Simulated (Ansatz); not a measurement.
## Elastic constants of Al$_{2}$Cu at 22 GPa (stress–strain coefficients): input and output

These are results of DFT PBE, scalar-relativistic, plane waves, PAW in Ansatz 0.2.0, not measurements.

Launched with:
```bash
ansatz run input.yaml --threads 1 --pin off --max-ram 3072MiB --backend cpu --events-out ev --progress --plain --runs-dir out
```

Input (bare energies are in eV):
```yaml
crystal:
  lattice:
    - [-1.9384191676, 1.9384191676, 2.7413386764]
    - [1.9384191676, -1.9384191676, 2.7413386764]
    - [1.9384191676, 1.9384191676, -2.7413386764]
  atoms:
    - { symbol: Al, position: [0.75, 0.25, 0.5] }
    - { symbol: Al, position: [0.25, 0.75, 0.5] }
    - { symbol: Cu, position: [0.5, 0.5, 0.0] }
basis:
  ecutwfc: 420
kpoints:
  mp_grid: { grid: [16, 16, 16] }
hamiltonian:
  xc: pbe
scf:
  occupations: { method: fermi_dirac, width: 0.15 }
output:
  forces: true
  stress: true
  eigenvalues: true
elastic:
  mode: relaxed_ion
  amplitude: 0.005
  stencil: two_point
```

From the output:
```
--- Elastic constants: 1 strain direction × 2 members + reference (group order 48) ---
  dense FFT box of the reference and of every strained cell: 27×27×27
  strains applied: 11; error gains: componentwise 1.73 (the most a stress slope's error grows in a printed constant), spectral 1.73 (1 for all six strains in a standard setting)
  C = ∂σ_k/∂η_j (tension-positive GPa; Voigt order 11 22 33 23 13 12):
       286.269    127.801    139.298     -0.000     -0.000      0.000
       127.801    286.269    139.298     -0.000     -0.000      0.000
       139.298    139.298    274.772     -0.000     -0.000     -0.000
         0.000      0.000     -0.000     79.234     -0.000     -0.000
         0.000      0.000     -0.000      0.000     79.234      0.000
         0.000      0.000     -0.000      0.000      0.000     67.737
  reference stress σ⁰ (GPa):    -22.000    -22.000    -22.000     -0.000     -0.000      0.000
  C* (energy form; C + prestress term) asymmetry max|C*_kj − C*_jk| = 3.411e-13 GPa — a small one proves nothing (zero by symmetry where the batch's group is 432, −43m or m−3m); a large one is finite-difference/SCF noise where every solve ...
  moduli (Voigt/Reuss/Hill, GPa): K = 184.46/184.46/184.46   G = 74.63/74.20/74.42   E = 196.78   ν = 0.322
  mechanically stable: yes (min eigenvalue of sym C = 67.74 GPa)
  strain η (Voigt 11):  stress-route row diagonal C_11 = 286.27 GPa, energy-path curvature d²(F+E_count+ΔE)/dδ²/Ω₀ = 286.33 GPa
         δ    σ_11 (GPa) F (eV) n_scf n_hpsi n_pw
    -5.000e-3     -23.4352       -7700.3116657      10  215853    821   relax 3 steps, max|allowed force component| 2.10e-6 eV/Å
     5.000e-3     -20.5725       -7700.3682421      10  216188    861   relax 3 steps, max|allowed force component| 3.64e-8 eV/Å
```

The run took 3.4 min on 1 thread of AMD EPYC 7R43 64-Core Processor (Zen 3) (shared host), peak memory 0.71 GiB.

In a metal, frequencies and elastic constants depend on the k mesh and the smearing, soft modes and shear constants most. Other phases may be more stable at this pressure.